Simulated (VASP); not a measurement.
**Ge: single point with PBE**

The system is Ge.

```
Ge
1.0
     0.00000    2.98617    2.98617
     2.98617    0.00000    2.98617
     2.98617    2.98617    0.00000
Ge
2
Direct
  0.00000 0.00000 0.00000
  0.25000 0.25000 0.25000
```

The cell isn't the ideal one: a relaxed cell with its volume scaled by 1.09.

```
Program             : VASP 6.6.1
Task                : single point
Functional          : PBE
Potentials or basis : VASP PAW PBE potentials, release 64 (Ge_d)
Cutoff              : 520 eV
k mesh              : 4 × 4 × 4
Occupations         : gaussian, width 0.02 eV
Spin                : no spin polarisation
```

```json
{
  "Pressure": "-4.0 GPa",
  "Band gap on the k mesh": "none (metal or under the smearing width)"
}
```

Levels at points of the mesh, in eV from the Fermi level:
```
           k point  band 12  band 13  band 14  band 15  band 16  band 17
(0.00, 0.00, 0.00)    -1.09     0.26     0.26     0.26     2.71     2.71
(0.50, 0.00, 0.00)    -6.72    -0.92    -0.92     0.00     3.87     3.87
(0.50, 0.50, 0.00)    -8.09    -2.30    -2.30     1.16     1.16     8.48
```

Run time: 11 s on 1 thread of AMD EPYC 7R13 Processor (Zen 3), on a shared host, peak memory 0.14 GiB.

Caveat: the k mesh is coarse (spacing up to 0.46 Å⁻¹), so the values aren't converged.
